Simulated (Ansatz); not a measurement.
## GaSb: pressure against volume

GaSb, F-43m, a = 6.214 Å. Ansatz: PBE, PAW, 420 eV, Γ-centred 12×12×12 mesh on 2 atoms, Gaussian smearing 0.10 eV; no spin polarisation. Symmetry fixes shape and atoms, so the cell is only scaled; pressure is positive in compression.

| V (Å³/atom) | P (GPa) |
| --- | --- |
| 26.392 | ? |
| 27.292 | 5.27 |
| 28.192 | 3.20 |
| 29.091 | 1.47 |
| 29.991 | 0.00 |
| 30.891 | -1.23 |
| 31.790 | -2.27 |
| 32.990 | -3.39 |

Problem. Take V0 = 29.991 Å³/atom, fit the third-order Birch–Murnaghan form to the other rows, and predict the missing pressure.

Solution. With the Eulerian strain f = ½[(V0/V)^(2/3) − 1] and y = P/[3f(1 + 2f)^(5/2)], the form is the line y = B0 + 1.5 B0 (B0′ − 4) f. Rows (f, y): 0.03244, 46.3; 0.02105, 45.7; 0.01026, 45.4; -0.00976, 44.1; -0.01905, 43.8; -0.03078, 43.0. Means f = 0.0006933, y = 44.717; Σ(Δf)² = 0.003003, ΣΔfΔy = 0.1554; the slope is their ratio. y = 44.68 + 51.74 f GPa, so B0 = 44.7 GPa and B0′ = 4 + 2 × (51.74)/(3 × 44.68) = 4.77. At V = 26.392, f = 0.04448, y = 46.98 and P = 7.76 GPa. The run gave 7.75 GPa, so the fit is 0.01 GPa too high, within twice the rms miss on the fitted rows (0.005 GPa).